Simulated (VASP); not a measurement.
# HfB (Fm-3m) in VASP: a series of runs

Aim: see how the results for HfB move with the level of theory and the settings. Levels: LDA, PBE, PBEsol. Tasks: relaxation of cell and atoms, single point.

Everything below comes from runs of VASP 6.6.1. Logs are shortened: lines on timing, memory, paths and dates and some standing lists are left out, and cuts for length are marked.

### Step 1. The crystal as given

Symmetry: Fm-3m, No. 225, cubic system. The conventional cell has a = 4.620 Å, b = 4.620 Å, c = 4.620 Å, α = 90.00°, β = 90.00°, γ = 90.00°. Around Hf (site symmetry m-3m) lie 6 B at 2.31 Å. Around B (site symmetry m-3m) lie 6 Hf at 2.31 Å.

### Step 2. Relaxation of cell and atoms, LDA, target pressure 30 GPa, at which the enthalpy is minimised

Input file INCAR:

```
ALGO = Fast
EDIFF = 1E-6
EDIFFG = -0.01
ENCUT = 600
GGA = CA
IBRION = 2
ISIF = 3
ISMEAR = -1
LASPH = T
LCHARG = F
LREAL = F
LWAVE = F
NELM = 80
NSW = 60
PREC = Accurate
PSTRESS = 300
SIGMA = 0.05
```

Input file KPOINTS:

```
k-points
0
Gamma
  10 10 10
```

Input file POSCAR:

```
HfB
1.0
    0.0000000000      2.3100000000      2.3100000000
    2.3100000000      0.0000000000      2.3100000000
    2.3100000000      2.3100000000      0.0000000000
Hf B
1 1
Direct
    0.5000000000      0.5000000000      0.5000000000
    0.0000000000      0.0000000000      0.0000000000
```

Potentials or basis: VASP PAW LDA potentials, release 64 (Hf_pv, B).

Command:

```console
cat potpaw_LDA.64/Hf_pv/POTCAR potpaw_LDA.64/B/POTCAR > POTCAR
mpirun -np 1 vasp_std > vasp.out
```

OUTCAR:

```text
EDIFF = 1E-6
   EDIFFG = -0.01
   ENCUT = 600
   GGA = CA
   IBRION = 2
   ISIF = 3
   ISMEAR = -1
   LASPH = T
   LREAL = F
   NELM = 80
   NSW = 60
   PREC = Accurate
   PSTRESS = 300

 ion  position               nearest neighbor table
   1  0.500  0.500  0.500-   2 2.31   2 2.31   2 2.31   2 2.31   2 2.31   2 2.31
   2  0.000  0.000  0.000-   1 2.31   1 2.31   1 2.31   1 2.31   1 2.31   1 2.31

  LATTYP: Found a face centered cubic cell.
 ALAT       =     4.6200000000

  Lattice vectors:

 A1 = (   0.0000000000,   2.3100000000,   2.3100000000)
 A2 = (   2.3100000000,   0.0000000000,   2.3100000000)
 A3 = (   2.3100000000,   2.3100000000,   0.0000000000)

Analysis of symmetry for initial positions (statically):
=====================================================================
 Subroutine PRICEL returns:
 Original cell was already a primitive cell.

 Routine SETGRP: Setting up the symmetry group for a
 face centered cubic supercell.

 Subroutine GETGRP returns: Found 48 space group operations
 (whereof 48 operations were pure point group operations)
 out of a pool of 48 trial point group operations.

The static configuration has the point symmetry O_h .

Analysis of symmetry for dynamics (positions and initial velocities):
=====================================================================
 Subroutine PRICEL returns:
 Original cell was already a primitive cell.

 Routine SETGRP: Setting up the symmetry group for a
 face centered cubic supercell.

 Subroutine GETGRP returns: Found 48 space group operations
 (whereof 48 operations were pure point group operations)
 out of a pool of 48 trial point group operations.

The dynamic configuration has the point symmetry O_h .

 Subroutine INISYM returns: Found 48 space group operations
 (whereof 48 operations are pure point group operations),
 and found     1 'primitive' translations

----------------------------------------------------------------------------------------

                                     Primitive cell

  volume of cell :      24.6528

  direct lattice vectors                    reciprocal lattice vectors
     0.000000000  2.310000000  2.310000000    -0.216450216  0.216450216  0.216450216
     2.310000000  0.000000000  2.310000000     0.216450216 -0.216450216  0.216450216
     2.310000000  2.310000000  0.000000000     0.216450216  0.216450216 -0.216450216

  length of vectors
     3.266833329  3.266833329  3.266833329     0.374902772  0.374902772  0.374902772

  position of ions in fractional coordinates (direct lattice)
     0.500000000  0.500000000  0.500000000
     0.000000000  0.000000000  0.000000000

  ion indices of the primitive-cell ions
   primitive index   ion index
                 1           1
                 2           2

----------------------------------------------------------------------------------------

 KPOINTS: k-points

Automatic generation of k-mesh.
 Grid dimensions read from file:
 generate k-points for:   10   10   10

 Generating k-lattice:

  Cartesian coordinates                     Fractional coordinates (reciprocal lattice)
    -0.021645022  0.021645022  0.021645022     0.100000000  0.000000000  0.000000000
     0.021645022 -0.021645022  0.021645022     0.000000000  0.100000000  0.000000000
     0.021645022  0.021645022 -0.021645022     0.000000000  0.000000000  0.100000000

  Length of vectors
     0.037490277  0.037490277  0.037490277

  Shift w.r.t. Gamma in fractional coordinates (k-lattice)
     0.000000000  0.000000000  0.000000000

 Subroutine IBZKPT returns following result:
 ===========================================

 Found     47 irreducible k-points:

 Following reciprocal coordinates:
            Coordinates               Weight
  0.000000  0.000000  0.000000      1.000000
  0.100000  0.000000  0.000000      8.000000
  0.200000  0.000000  0.000000      8.000000
  0.300000  0.000000  0.000000      8.000000
  0.400000  0.000000  0.000000      8.000000
  0.500000  0.000000  0.000000      4.000000
[... 16 lines left out ...]
  0.300000  0.300000  0.000000      6.000000
  0.400000  0.300000  0.000000     24.000000
 [... further k-points ...]
   k-points           NKPTS =     47   k-points in BZ     NKDIM =     47   number of bands    NBANDS=     10
   number of dos      NEDOS =    301   number of ions     NIONS =      2
   total plane-waves  NPLWV =  21952
   dimension x,y,z NGX =    28 NGY =   28 NGZ =   28
   dimension x,y,z NGXF=    56 NGYF=   56 NGZF=   56
   ions per type =               1   1
   NGX,Y,Z   is equivalent  to a cutoff of  14.25, 14.25, 14.25 a.u.
   NGXF,Y,Z  is equivalent  to a cutoff of  28.50, 28.50, 28.50 a.u.
 SYSTEM =  unknown system
   PREC   = accura    normal or accurate (medium, high low for compatibility)
   ISTART =      0    job   : 0-new  1-cont  2-samecut
   ICHARG =      2    charge: 1-file 2-atom 10-const
   ISPIN  =      1    spin polarized calculation?
   LNONCOLLINEAR =      F non collinear calculations
   LSORBIT =      F    spin-orbit coupling
   LASPH  =      T    aspherical Exc in radial PAW
   ENCUT  =  600.0 eV  44.10 Ry    6.64 a.u.   6.52  6.52  6.52*2*pi/ulx,y,z
   NELM   =     80;   NELMIN=  2; NELMDL= -5     # of ELM steps
   EDIFF  = 0.1E-05   stopping-criterion for ELM
   LREAL  =      F    real-space projection
   EDIFFG = -.1E-01   stopping-criterion for IOM
   NSW    =     60    number of steps for IOM
   IBRION =      2    ionic relax: 0-MD 1-quasi-New 2-CG
   NFREE  =      1    steps in history (QN), initial steepest desc. (CG)
   ISIF   =      3    stress and relaxation
   ISYM   =      2    0-nonsym 1-usesym 2-fastsym
   POTIM  = 0.5000    time-step for ionic-motion
   TEBEG  =    0.0;   TEEND  =   0.0 temperature during run
   PSTRESS=  300.0 pullay stress
   NELECT =      13.0000    total number of electrons
   NUPDOWN=      -1.0000    fix difference up-down
   EMIN   =  10.00;   EMAX   =-10.00  energy-range for DOS
   EFERMI =   0.00;   METHOD = LEGACY
   ISMEAR =    -1;   SIGMA  =   0.05  broadening in eV -4-tet -1-fermi 0-gaus
   EFERMI_NEDOS =   21; number of points for ismear=-14 and -15
   IALGO  =     68    algorithm
   IMIX   =      4    mixing-type and parameters
     AMIX     =   0.40;   BMIX     =  1.00
     AMIX_MAG =   1.60;   BMIX_MAG =  1.00
  volume/ion in A,a.u.               =      12.33        83.18
  Fermi-wavevector in a.u.,A,eV,Ry     =   1.322617  2.499383 23.800871  1.749315
  Thomas-Fermi vector in A             =   2.452285
   LORBIT       =      0    0 simple, 1 ext, 2 COOP (PROOUT), +10 PAW based schemes
   GGA     = CA    functional components
   LHFCALC =     F    Hartree Fock is set to
   AEXX    =    0.0000 exact exchange contribution
   IVDW    =     0    specifies the selected vdW correction
   LEPSILON=     F    determine dielectric tensor
   LRPA    =     F    only Hartree local field effects (RPA)
 conjugate gradient relaxation of ions
 non-spin polarized calculation
 RMM-DIIS sequential band-by-band and
  energy-cutoff  :      600.00
  volume of cell :       24.65
 maximum number of plane-waves:       869
 NGX is ok and might be reduce to    28
   NGX = 13   NGY = 13   NGZ = 13

--------------------------------------- Ionic step        1  -------------------------------------------

 number of electron      13.0000000 magnetization

 Free energy of the ion-electron system (eV)
  ---------------------------------------------------
  ext. energy  EPLUGINS =         0.00000000
  ---------------------------------------------------
  free energy    TOTEN  =       -18.87226951 eV

  energy without entropy =      -18.86192164  energy(sigma->0) =      -18.86709557

------------------------ aborting loop because EDIFF is reached ----------------------------------------

  FORCE on cell =-STRESS in cart. coord.  units (eV):
  Direction    XX          YY          ZZ          XY          YZ          ZX
  --------------------------------------------------------------------------------------
  -------------------------------------------------------------------------------------
  Total        3.0345590      3.0345590      3.0345590      0.0000000      0.0000000      0.0000000
  in kB      197.2151310    197.2151310    197.2151310      0.0000000      0.0000000      0.0000000
  external PRESSURE =    -102.7848690 kB  Pullay stress =     300.0000000 kB
[... 99 lines left out ...]
  enthalpy is  TOTEN    =       -14.2852891379 eV   P V=        4.4552024220

--------------------------------------- Ionic step        4  -------------------------------------------

 number of electron      12.9999999 magnetization

 Free energy of the ion-electron system (eV)
  ---------------------------------------------------
  ext. energy  EPLUGINS =         0.00000000
  ---------------------------------------------------
  free energy    TOTEN  =       -18.73600540 eV

  energy without entropy =      -18.72726533  energy(sigma->0) =      -18.73163537

 E-fermi :   5.3152     XC(G=0): -12.6263

 val. band max:        5.2600610234   @ k =  -0.2000   0.1000   0.0000
 cond. band min:       5.3480684704   @ k =   0.5000   0.3000   0.1000
 fundamental gap:      0.0880074470
 Fermi energy:         5.3151868848

 k-point     1 :       0.0000    0.0000    0.0000
  band No.  band energies     occupation
      1     -22.6316      2.00000
      2     -22.6316      2.00000
      3     -22.6316      2.00000
      4      -4.2108      2.00000
      5       7.4926      0.00000
      6       7.4926      0.00000
      7       7.4926      0.00000
      8       9.3982      0.00000
      9       9.3982      0.00000
     10       9.3982      0.00000
[... 287 lines left out ...]
 k-point    24 :       0.4000    0.3000    0.0000
  band No.  band energies     occupation
      1     -23.2653      2.00000
      2     -22.8885      2.00000
      3     -22.8617      2.00000
      4      -1.1940      2.00000
      5       3.2322      2.00000
      6       4.4767      2.00000
      7       6.7630      0.00000
      8       7.6070      0.00000
      9      11.8685      0.00000
     10      13.5335      0.00000

 [... further k-points ...]

------------------------ aborting loop because EDIFF is reached ----------------------------------------

  FORCE on cell =-STRESS in cart. coord.  units (eV):
  Direction    XX          YY          ZZ          XY          YZ          ZX
  --------------------------------------------------------------------------------------
  -------------------------------------------------------------------------------------
  Total        4.4440291      4.4440291      4.4440291     -0.0000000      0.0000000      0.0000000
  in kB      299.5508937    299.5508937    299.5508937     -0.0000000      0.0000000      0.0000000
  external PRESSURE =      -0.4491063 kB  Pullay stress =     300.0000000 kB
[... 17 lines left out ...]
  FREE ENERGIE OF THE ION-ELECTRON SYSTEM (eV)
  ---------------------------------------------------
  free  energy   TOTEN  =       -18.7360054016 eV

  energy  without entropy=      -18.7272653322  energy(sigma->0) =      -18.73163537

  enthalpy is  TOTEN    =       -14.2853135671 eV   P V=        4.4506918346

 reached required accuracy - stopping structural energy minimisation
```

It took 29 s on 1 thread of Intel Xeon Platinum 8488C (Sapphire Rapids), shared host; peak memory 0.15 GiB.

Results:

* Free energy: -18.7360 eV
* Relaxed volume: 11.88 Å³/atom
* Relaxed cell: a = 3.227 Å, b = 3.227 Å, c = 3.227 Å, α = 60.00°, β = 60.00°, γ = 60.00°
* Space group after relaxing (to 0.05 Å): Fm-3m (No. 225)
* Energy change on relaxing (the enthalpy is what falls): +68.1 meV/atom
* Ionic steps: 4
* Pressure after relaxing: 30.0 GPa
* Band gap on the k mesh: none (metal or under the smearing width)

Step by step:
```
step  energy change (eV)  largest force (eV/Å)  pressure (GPa)  volume (Å³)
   1              0.0000                0.0000           19.72        24.65
   2              0.6281                0.0000           57.66        21.94
   3              0.1318                0.0000           29.67        23.79
   4              0.1363                0.0000           29.96        23.77
```

Final structure:
```yaml
crystal:
  lattice:
    - [0.00000, 2.28207, 2.28207]
    - [2.28207, 0.00000, 2.28207]
    - [2.28207, 2.28207, 0.00000]
  atoms:
    - { symbol: Hf, position: [0.50000, 0.50000, 0.50000] }
    - { symbol: B, position: [0.00000, 0.00000, 0.00000] }
```

Caveat: the cell is relaxed towards a set pressure, so the enthalpy falls and the energy may rise.

### Step 3. Single point, PBE

Input file INCAR:

```
ALGO     = Normal         # electronic algorithm
EDIFF    = 1E-6           # SCF threshold, eV
ENCUT    = 450            # plane-wave cutoff, eV
GGA      = PE             # functional
ISIF     = 2              # what is computed and relaxed
ISMEAR   = 0              # smearing method
LASPH    = True           # aspherical terms in the spheres
LCHARG   = True           # write CHGCAR
LELF     = True           # ELF
LREAL    = False          # projectors in reciprocal space
LVHAR    = True         
LWAVE    = False          # write WAVECAR
NELM     = 80             # most SCF steps
PREC     = Accurate       # precision mode
SIGMA    = 0.02           # smearing width, eV
```

Input file KPOINTS:

```
k-points
0
Gamma
  5 5 5
```

POSCAR is that of step 2.

Potentials or basis: VASP PAW PBE potentials, release 64 (Hf_sv_GW, B_GW).

Command:

```console
cat potpaw_PBE.64/Hf_sv_GW/POTCAR potpaw_PBE.64/B_GW/POTCAR > POTCAR
mpirun -np 1 vasp_std > vasp.out
```

Wall time 3.5 s (1 thread of AMD EPYC 9R45 (Zen 5), shared host); peak memory 0.11 GiB.

Results (log left out):

```
Free energy            : -19.9823 eV
Pressure               : 31.2 GPa
Band gap on the k mesh : none (metal or under the smearing width)
```

Levels at points of the mesh, in eV from the Fermi level:
| k point | band 5 | band 6 | band 7 | band 8 | band 9 | band 10 |
| --- | --- | --- | --- | --- | --- | --- |
| (0.00, 0.00, 0.00) | -9.80 | 1.95 | 1.95 | 1.95 | 3.79 | 3.79 |

Caveat: the k mesh is coarse (spacing up to 0.47 Å⁻¹), so the values aren't converged; a pressure of tens of GPa on the cell as given is suspect, and the run, the potentials or the cell itself is likely at fault. The run has no spin-orbit coupling, so splittings on Hf are missing.

### Step 4. Single point, PBEsol

Input file INCAR:

```
SYSTEM = HfB
PREC     = Accurate       ! precision mode
ENCUT    = 520            ! plane-wave cutoff, eV
EDIFF    = 1E-7           ! SCF threshold, eV
ISMEAR   = 0              ! smearing method
SIGMA    = 0.1            ! smearing width, eV
LREAL    = .False.        ! projectors in reciprocal space
LASPH    = .True.         ! aspherical terms in the spheres
NELM     = 60             ! most SCF steps
ALGO     = Normal         ! electronic algorithm
ISIF     = 2              ! what is computed and relaxed
LWAVE    = .False.        ! write WAVECAR
LCHARG   = .True.         ! write CHGCAR
GGA      = PS             ! functional
LELF     = .True.         ! ELF
LVHAR    = .True.
```

Input file KPOINTS:

```
regular mesh
0
Gamma
  10 10 10
  0 0 0
```

POSCAR is that of step 3.

Potentials or basis: VASP PAW PBE potentials, release 64 (Hf_pv, B).

Command:

```console
cat potpaw_PBE.64/Hf_pv/POTCAR potpaw_PBE.64/B/POTCAR > POTCAR
mpirun -np 1 vasp_std > vasp.out
```

Wall time 8.8 s (1 thread of Intel Xeon Platinum 8488C (Sapphire Rapids), shared host); peak memory 0.14 GiB.

It converged, with:

```yaml
Free_energy: -18.2038 eV
Pressure: 24.3 GPa
Band_gap_on_the_k_mesh: none (metal or under the smearing width)
```

Levels at points of the mesh, in eV from the Fermi level:
```tsv
k point	band 3	band 4	band 5	band 6	band 7	band 8	band 9	band 10
(0.00, 0.00, 0.00)	-28.22	-9.54	2.18	2.18	2.18	4.02	4.02	4.02
(0.50, 0.00, 0.00)	-28.30	-5.02	-3.97	-1.35	-1.35	6.54	6.54	7.59
(0.50, 0.50, 0.00)	-28.48	-6.68	-1.12	-0.87	2.42	2.42	6.26	7.91
```

Caveat: so large a pressure means that the cell lies far from this level's equilibrium, or that cutoff or potentials fall short; the potentials were made for another functional, which shifts forces and pressure.

(Part 1 of 2 ends here.)
